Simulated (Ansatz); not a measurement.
Two G0W0 runs on InGa3P4 (quasi-random alloy, started on the GaP lattice) (P1).

The cell holds 32 atoms: 4 In, 12 Ga and 16 P. Its edges and angles: a = 9.523 Å, b = 9.517 Å, c = 9.526 Å, α = 109.5°, β = 109.5°, γ = 109.5°. It derives from GaP.

```xyz
32
Lattice="-5.4990 5.4978 -5.4972 5.4936 5.4927 5.4974 5.5012 -5.4981 -5.4996" Properties=species:S:1:pos:R:3 pbc="T T T"
In    0.0147   -0.0032   -0.0246
Ga    2.7735    2.7432   -0.0119
In   -0.0153   -0.0462   -5.4773
In    2.7749    2.7434   -5.4805
Ga   -2.6690    5.4441   -2.7812
Ga    5.5198    2.6996    2.7214
Ga    2.7695   -0.0007   -2.7259
Ga    5.5165    2.7039   -2.7270
Ga    0.0162    5.4930   -0.0227
Ga   -2.7749    2.7463   -5.4821
Ga    5.4794    0.0431    0.0164
Ga    2.7270   -2.7433   -5.5285
Ga    2.7178    5.5457    2.7250
Ga   -0.0230    2.7912   -2.7235
Ga    2.6727    5.4923   -2.7189
In    5.4755   -2.7085   -2.7777
P     1.5311    1.3642    1.3844
P     4.0394    4.0373    1.4746
P     1.3526    1.3753   -3.9605
P     4.1386    4.1393   -3.9439
P    -1.2889    6.7925   -1.4445
P     1.4410   -1.4621   -1.4549
P     4.1328    1.3736   -1.3632
P     1.4453   -1.4312   -6.9602
P     1.3418    6.8727    1.3504
P    -1.3446    4.1015   -4.1678
P     6.8766    1.3710    1.3490
P     4.0379   -1.2824   -4.2346
P    -1.4428    1.4519   -1.4405
P     1.3618    4.1024   -1.3430
P    -1.5166    1.3719   -6.8628
P     6.8680   -1.2122   -1.3567
```

The structure was relaxed with LDA. The runs that relaxed it are not among those shown. PAW set soft_2, made with PBE.

The first (Ansatz 0.2.0; start LDA, 2×2×2 mesh, 1182 empty bands, screening to 85 eV; 1 × NVIDIA H100 80GB HBM3 (shared by 6 runs) with 3 threads of AMD EPYC 7R13 (Zen 3), shared host) gave, on its mesh: starting gap 1.31 eV, G0W0 gap 1.91 eV, RPA ε∞ (mean) 12.93, 97 s.

**Question.** The second changes empty bands from 1182 to 299 and screening cutoff (eV) from 85.0 to 34. What does it give?

It gave: starting gap 1.31 eV, G0W0 gap 1.69 eV, RPA ε∞ (mean) 13.32, 48 s. The G0W0 gap moves by −0.22 eV, +0.00 eV from the start and −0.22 eV from the correction.

Limits: not at the basis limit; no spin-orbit coupling.

[Paths, hosts, dates, memory and timing lines, banners, echoed tables and standing remarks are left out of the program output.]

[Logs are printed without paths, hosts, clocks, repeated set-up lines and the standing remarks that a program may print on its own settings, such as how far it seeks lower states.]

[Runs of the session that timed out or met a known fault of the program may be left out.]

[Cells called generated may have been cut or substituted from an entry of the Crystallography Open Database or the Materials Project.]

[Hosts, paths, dates, database ids (printed as entryN), source tags and the programs' standing remarks are cut or masked in the printed files.]
